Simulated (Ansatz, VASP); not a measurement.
As in VASP and in Ansatz

```
As
1.0
     1.79629    1.03709    4.76492
    -1.79629    1.03709    4.76492
     0.00000   -2.07417    4.76492
As
2
Direct
  0.78577 0.78577 0.78577
  0.21423 0.21423 0.21423
```

Alike in both runs: functional r2SCAN; k mesh 9 × 9 × 9; occupations gaussian, width 0.02 eV; no spin polarisation.

Ansatz relaxed the structure, and its values are those at the end. VASP's run is a single point on that final structure, the one shown.

|  | VASP | Ansatz |
| --- | --- | --- |
| version | VASP 6.6.1 | Ansatz 0.2.0 |
| potentials or method | VASP PAW PBE potentials, release 64 (As) | scalar-relativistic, plane waves, PAW |
| plane-wave cutoff (eV) | 520 | 500 |
| valence electrons in the cell | 10 | 30 |

Ansatz gave:

| Property | Result |
| --- | --- |
| gap on the k mesh at the Fermi level (eV) | 0.22 |
| least direct gap on the mesh (eV) | 1.01 |
| pressure (GPa) | 0.6 |
| rms of the force components (eV/Å) | 0.001 |

Problem. Estimate VASP's values.

Solution. gap on the k mesh at the Fermi level (eV): 0.20; least direct gap on the mesh (eV): 0.97; pressure (GPa): 0.7; rms of the force components (eV/Å): 0.036.

The two sets of potentials don't hold the same shells in valence.

Caveats: the PAW data sets were made with another functional, which shifts forces and pressure a little (VASP); an odd mesh through Γ misses points on the zone boundary, where band edges often lie.
